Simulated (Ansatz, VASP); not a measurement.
This is a calculation of InAs for Ansatz 0.2.0.

The input input.yaml:

```yaml
crystal:
  lattice:
    - [0.0, 3.018, 3.018]
    - [3.018, 0.0, 3.018]
    - [3.018, 3.018, 0.0]
  atoms:
    - { symbol: In, position: [0.0, 0.0, 0.0] }
    - { symbol: As, position: [0.75, 0.75, 0.75] }
hamiltonian:
  xc: pbe
  pseudopotentials: { kind: paw }
  dispersion: d4
kpoints:
  mp_grid: { grid: [8, 8, 8] }
scf:
  occupations: { method: fermi_dirac, width: 0.05 }
output:
  forces: true
  stress: true
relax:
  f_tol: 0.01
  max_steps: 40
  cell: { stress_tol: 0.05 }
```

Potentials or basis: Ansatz PAW.

Run with:

```bash
$ ansatz run input.yaml --threads 2 --pin off --max-ram 5632MiB --backend cpu --events-out ev --progress --plain --runs-dir out
```

Set up the same calculation for VASP 6.6.1. Potentials there: VASP PAW PBE potentials, release 64 (In_d, As).

As run (the cutoff follows the program's own potentials):

Contents of INCAR:

```
SYSTEM = InAs
PREC = Accurate ; ENCUT = 600
EDIFF = 1E-6 ; ISMEAR = -1
SIGMA = 0.05 ; LREAL = .False.
LASPH = .True. ; NELM = 80
ALGO = Normal ; ISIF = 3
LWAVE = .False. ; LCHARG = .False.
GGA = PE ; IVDW = 13
IBRION = 2 ; NSW = 60
EDIFFG = -0.01
```

The input KPOINTS:

```
regular mesh
0
Gamma
  8 8 8
  0 0 0
```

Contents of POSCAR:

```
InAs
1.0
    0.0000000000      3.0180000000      3.0180000000
    3.0180000000      0.0000000000      3.0180000000
    3.0180000000      3.0180000000      0.0000000000
In As
1 1
Direct
    0.0000000000      0.0000000000      0.0000000000
    0.7500000000      0.7500000000      0.7500000000
```

Potentials or basis: VASP PAW PBE potentials, release 64 (In_d, As).

The run is started by

```sh
$ cat potpaw_PBE.64/In_d/POTCAR potpaw_PBE.64/As/POTCAR > POTCAR
$ mpirun -np 1 vasp_std > vasp.out
```

Both were run:

|  | VASP | Ansatz | Ansatz less VASP |
| --- | --- | --- | --- |
| relaxed volume (Å³/atom) | 28.53 | 28.52 | -0.012 |
| relaxed cell length with the largest relative difference (Å) | 4.321 | 4.321 | -0.0006 |
| energy change over the relaxation (meV/atom) | -7 | -6 | +0.5 |

The two sets of potentials don't hold the same shells in valence.

Caveats: pairwise dispersion overbinds metals, which lowers pressure and volume (VASP); the plane-wave basis is chosen anew once the cell has moved, so the energies of steps on either side of that aren't comparable (Ansatz). Zero-point motion and thermal expansion aren't in these numbers.
